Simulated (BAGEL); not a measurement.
# HF/STO-3G (density fitting with qzvpp-jkfit) run of [C2H3O2]− (SMILES CC(=O)[O-])

Aim: the vertical ionisation energy of [C2H3O2]− at HF/STO-3G (density fitting with qzvpp-jkfit), from 2 runs. 

The results are computed with BAGEL 1.2.2.

## 1. The molecule

[C2H3O2]−: 7 atoms, total charge -1, spin state singlet. SMILES: `CC(=O)[O-]`. The shape is that of a GFN2-xTB optimisation.

Bond lengths: C1–C2 1.586 Å, C2–O3 1.239 Å, C2–O4 1.239 Å, C1–H5 1.089 Å, C1–H6 1.089 Å, C1–H7 1.090 Å. Angles: C1–C2–O3 115.5°, C1–C2–O4 115.6°, O3–C2–O4 128.9°, C2–C1–H5 110.3°, C2–C1–H6 110.1°, C2–C1–H7 108.5°, H5–C1–H6 110.2°, H5–C1–H7 108.9°, H6–C1–H7 108.7°.

## 2. A single-point energy at HF/STO-3G (density fitting with qzvpp-jkfit)

The input, calc.json:

```json
{ "bagel" : [

{
  "title" : "molecule",
  "basis" : "sto-3g",
  "df_basis" : "qzvpp-jkfit",
  "angstrom" : true,
  "geometry" : [
    { "atom" : "C", "xyz" : [   -0.347900,    0.555510,   -0.163180 ] },
    { "atom" : "C", "xyz" : [    0.483280,   -0.741860,    0.212880 ] },
    { "atom" : "O", "xyz" : [    0.863820,   -0.808430,    1.390470 ] },
    { "atom" : "O", "xyz" : [    0.653340,   -1.554680,   -0.707110 ] },
    { "atom" : "H", "xyz" : [   -0.274920,    0.754610,   -1.231440 ] },
    { "atom" : "H", "xyz" : [    0.016010,    1.410800,    0.404260 ] },
    { "atom" : "H", "xyz" : [   -1.393620,    0.384050,    0.094120 ] }
  ]
},
{ "title" : "hf", "charge" : -1 },
{ "title" : "print", "file" : "orbitals.molden", "orbitals" : true }

]}
```

On the command line:

```sh
$ BAGEL_NUM_THREADS=1 BAGEL calc.json > calc.out
```

Standard output:

```text
* using 1 threads per process

  ===============================================================
  ===============================================================

  *** Geometry ***

  { "atom" : "C", "xyz" : [     -0.657436,      1.049762,     -0.308366 ] },
  { "atom" : "C", "xyz" : [      0.913267,     -1.401912,      0.402285 ] },
  { "atom" : "O", "xyz" : [      1.632383,     -1.527711,      2.627607 ] },
  { "atom" : "O", "xyz" : [      1.234634,     -2.937919,     -1.336244 ] },
  { "atom" : "H", "xyz" : [     -0.519524,      1.426006,     -2.327084 ] },
  { "atom" : "H", "xyz" : [      0.030255,      2.666026,      0.763941 ] },
  { "atom" : "H", "xyz" : [     -2.633560,      0.725749,      0.177861 ] },

  Number of auxiliary basis functions:      358

  Since a DF basis is specified, we compute 2- and 3-index integrals:
    o Being stored without compression. Storage requirement is 0.002 GB

  Number of basis functions:       23
  Number of electrons      :       31

    * METHOD: MOLECULE                             0.13

  *** RHF ***

  === Nuclear Repulsion ===
   112.1350931037

      * DIIS with orbital gradients will be used.

  === RHF iteration (sto-3g) ===
      0       -223.86855274          0.03360152           0.01
      1       -224.01524675          0.01500329           0.01
      2       -224.04377203          0.00176924           0.01
      3       -224.04463392          0.00028085           0.01
      4       -224.04465530          0.00008342           0.01
      5       -224.04465708          0.00001857           0.01
      6       -224.04465719          0.00000655           0.01
      7       -224.04465720          0.00000255           0.01
      8       -224.04465720          0.00000047           0.01
      9       -224.04465720          0.00000013           0.01
     10       -224.04465720          0.00000005           0.01
     11       -224.04465720          0.00000002           0.01
     12       -224.04465720          0.00000001           0.01
    * SCF iteration converged.

    * Permanent dipole moment:
           (    0.590058,    -0.913556,     0.264803) a.u.

    * METHOD: HF                                   0.20

    * METHOD: PRINT                                0.00

  ===============================================================
```

Run time: 0.5 s. Hardware: 1 thread of Arm Neoverse N1, shared host; peak memory 0.084 GiB.

## 3. Doublet neutral C2H3O2, same level

The input, input.json:

```json
{ "bagel": [

{
  "title": "molecule",
  "basis": "sto-3g",
  "df_basis": "qzvpp-jkfit",
  "angstrom": "true",
  "geometry": [
    { "atom": "C", "xyz": [      -0.347900,       0.555510,      -0.163180 ] },
    { "atom": "C", "xyz": [       0.483280,      -0.741860,       0.212880 ] },
    { "atom": "O", "xyz": [       0.863820,      -0.808430,       1.390470 ] },
    { "atom": "O", "xyz": [       0.653340,      -1.554680,      -0.707110 ] },
    { "atom": "H", "xyz": [      -0.274920,       0.754610,      -1.231440 ] },
    { "atom": "H", "xyz": [       0.016010,       1.410800,       0.404260 ] },
    { "atom": "H", "xyz": [      -1.393620,       0.384050,       0.094120 ] }
  ]
},

{
  "title": "uhf",
  "nopen": 1
},

{
  "title": "print",
  "file": "orbitals.molden",
  "orbitals": "true"
}

]}
```

On the command line:

```sh
$ BAGEL_NUM_THREADS=1 BAGEL input.json > input.out
```

Standard output:

```text
* using 1 threads per process

  ===============================================================
  ===============================================================

  *** Geometry ***

  { "atom" : "C", "xyz" : [     -0.657436,      1.049762,     -0.308366 ] },
  { "atom" : "C", "xyz" : [      0.913267,     -1.401912,      0.402285 ] },
  { "atom" : "O", "xyz" : [      1.632383,     -1.527711,      2.627607 ] },
  { "atom" : "O", "xyz" : [      1.234634,     -2.937919,     -1.336244 ] },
  { "atom" : "H", "xyz" : [     -0.519524,      1.426006,     -2.327084 ] },
  { "atom" : "H", "xyz" : [      0.030255,      2.666026,      0.763941 ] },
  { "atom" : "H", "xyz" : [     -2.633560,      0.725749,      0.177861 ] },

  Number of auxiliary basis functions:      358

  Since a DF basis is specified, we compute 2- and 3-index integrals:
    o Being stored without compression. Storage requirement is 0.002 GB

  Number of basis functions:       23
  Number of electrons      :       31

    * METHOD: MOLECULE                             0.13

  *** Open-shell HF ***

  === Nuclear Repulsion ===
   112.1350931037

      * DIIS with orbital gradients will be used.

  === UHF iteration (sto-3g) ===
      0       -223.91484151          0.07112834           0.02
      1       -224.06418249          0.03766683           0.02
      2       -224.10149569          0.01745462           0.02
      3       -224.11180016          0.00183010           0.02
      4       -224.11270504          0.00042816           0.02
      5       -224.11279732          0.00018999           0.02
      6       -224.11282386          0.00028175           0.02
      7       -224.11282879          0.00031858           0.02
      8       -224.11280119          0.00006208           0.02
      9       -224.11281170          0.00002129           0.02
     10       -224.11281983          0.00001337           0.02
     11       -224.11282425          0.00000767           0.02
     12       -224.11282527          0.00000806           0.02
     13       -224.11282523          0.00000785           0.02
     14       -224.11282510          0.00000578           0.02
     15       -224.11282571          0.00000348           0.02
     16       -224.11282594          0.00000217           0.03
     17       -224.11282610          0.00000133           0.03
     18       -224.11282610          0.00000094           0.03
     19       -224.11282610          0.00000083           0.02
     20       -224.11282610          0.00000097           0.02
     21       -224.11282610          0.00000078           0.02
     22       -224.11282610          0.00000075           0.02
     23       -224.11282610          0.00000085           0.02
     24       -224.11282610          0.00000035           0.02
     25       -224.11282610          0.00000022           0.02
     26       -224.11282610          0.00000017           0.02
     27       -224.11282610          0.00000012           0.02
     28       -224.11282610          0.00000005           0.02
     29       -224.11282610          0.00000005           0.02
     30       -224.11282610          0.00000003           0.02
     31       -224.11282610          0.00000003           0.02
     32       -224.11282610          0.00000003           0.02
     33       -224.11282610          0.00000003           0.02
     34       -224.11282610          0.00000002           0.02
     35       -224.11282610          0.00000001           0.02
     36       -224.11282610          0.00000001           0.02
     37       -224.11282610          0.00000001           0.02
    * SCF iteration converged.

    * S^2 (UHF) is 0.7836

    * Permanent dipole moment:
           (    0.534786,    -0.818573,     0.235638) a.u.

    * METHOD: UHF                                  0.86

    * METHOD: PRINT                                0.00

  ===============================================================
```

Wall time 1.2 s (1 thread of Arm Neoverse N1, shared host); peak memory 0.084 GiB.

## 4. Results

Level: HF/STO-3G (density fitting with qzvpp-jkfit).

| quantity | value |
| --- | --- |
| singlet [C2H3O2]−: total energy | -224.04466 Eh |
| singlet [C2H3O2]−: HOMO energy | 2.06 eV |
| singlet [C2H3O2]−: LUMO energy | 18.39 eV |
| singlet [C2H3O2]−: HOMO–LUMO gap (to an unbound level, set by the basis) | 16.33 eV |
| doublet neutral C2H3O2: total energy | -224.11283 Eh |
| doublet neutral C2H3O2: dipole moment | 2.56 D |
| doublet neutral C2H3O2: ⟨S²⟩ | 0.784 |
| vertical detachment energy (to the doublet neutral) | -1.855 eV |

**Reading.** The species is unbound against losing an electron at this level, by 1.85 eV (−179 kJ/mol); missing correlation or diffuse functions can give that sign where the real anion is bound. In a minimal basis such a difference can be off by several eV, whatever the method. The HOMO (singlet [C2H3O2]−) lies at positive energy, 2.06 eV: the electron is unbound at this level or held by a compact basis; values depend on the basis.
